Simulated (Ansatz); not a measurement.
# One structure, 3 elements: Al2P3, Ga2P3, In2P3

Plane-wave DFT in Ansatz with scalar-relativistic PAW potentials, cutoff 420 eV, Γ-centred meshes chosen by cell and gap, Gaussian smearing with energies taken to zero width. Every cell was relaxed (cell and atoms) in a run of its own, within the symmetry of its start. Functional: PBE.

All members share space group R-3m and the same sites; only the element on one set of sites changes (Al, Ga, In). Members needn't be the stable form of their composition. Energies over the elements, where given, are against the elements' standard states in the same functional (H₂, N₂, O₂ and halogens uncorrected, Hg as a solid). The first member:

Space group R-3m:H (No. 166). a = 3.553 Å, b = 3.553 Å, c = 22.496 Å, α = 90.00°, β = 90.00°, γ = 120.00°
```json
{"atom": "Al", "site": "6c", "symmetry": "3m", "x": "0.6667", "y": "0.3333", "z": "0.7301"}
{"atom": "P", "site": "3a", "symmetry": "-3m", "x": "0.0000", "y": "0.0000", "z": "0.0000"}
{"atom": "P", "site": "6c", "symmetry": "3m", "x": "0.3333", "y": "0.6667", "z": "0.8631"}
```

Task: How do size, gap and binding change down the group?

Result:
```tsv
compound	V (Å³/atom)	a (Å)	c (Å)	energy over elements (eV/atom)
Al2P3	16.39	3.553	22.496	-0.132
Ga2P3	17.41	3.616	23.051	-0.017
In2P3	20.77	3.833	24.486	0.068
```

Over the series the volume grows at each step down the group; all are metallic on the mesh; binding against the elements weakens.